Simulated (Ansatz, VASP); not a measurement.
## Mg in VASP and in Ansatz

```xyz
1
Lattice="3.0921 0.0000 0.0000 -1.5460 2.6778 0.0000 0.0000 0.0000 2.9631" Properties=species:S:1:pos:R:3 pbc="T T T"
Mg    0.0000    0.0000    0.0000
```

Alike in both runs: task single point; functional LDA; k mesh 21 × 21 × 18; occupations gaussian, width 0.15 eV; no spin polarisation.

|  | VASP | Ansatz |
| --- | --- | --- |
| version | VASP 6.6.1 | Ansatz 0.2.0 |
| potentials or method | VASP PAW LDA potentials, release 64 (Mg) | scalar-relativistic, plane waves, PAW |
| plane-wave cutoff (eV) | 520 | 420 |
| valence electrons in the cell | 2 | 10 |

```tsv
	VASP	Ansatz	Ansatz less VASP
gap on the k mesh at the Fermi level (eV)	none	none	-
pressure (GPa)	-1.0	-0.7	+0.25
largest component of the traceless stress (GPa)	1.79	1.77	-0.017
```

A gap of «none» marks a metal or a gap that the smearing closes. The two sets of potentials don't hold the same shells in valence.
